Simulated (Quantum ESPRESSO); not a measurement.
ZrS2, 3 atoms in the cell. The structure is trigonal, space group P-3m1 (No. 164). The conventional cell has a = 3.691 Å, b = 3.691 Å, c = 6.041 Å, α = 90.00°, β = 90.00°, γ = 120.00°. Zr (site symmetry -3m) has 6 S at 2.57 Å as nearest neighbours. S (site symmetry 3m) has 3 Zr at 2.57 Å as nearest neighbours. The cell is a database's computed one.

* Program: Quantum ESPRESSO 7.5
* Task: single point
* Functional: PBE
* Potentials or basis: SG15 PBE 1.2
* Cutoff: 898 eV
* Density cutoff: 3592 eV
* k mesh: 6 × 6 × 4
* Occupations: fermi-dirac, width 0.05 eV
* Spin: no spin polarisation
* Mixing beta: 0.5
* Most SCF iterations: 120
* SCF threshold: 6e-10 Ry

Potentials or basis: SG15 PBE 1.2.

The run is started by

```bash
$ OMP_NUM_THREADS=1 mpirun -n 4 pw.x -nk 2 -in pw.in > pw.out
```

Hardware: 4 MPI ranks on Intel(R) Xeon(R) Platinum 8488C (Sapphire Rapids) (shared host).

Q: Estimate the wall time of this run.

A: Wall time 7.6 s on 4 MPI ranks on Intel(R) Xeon(R) Platinum 8488C (Sapphire Rapids), with other jobs on the host, peak memory 0.28 GiB a rank. Counts: scf iterations 10, k pools 2, bands 19, k points 24, g dense 34811.
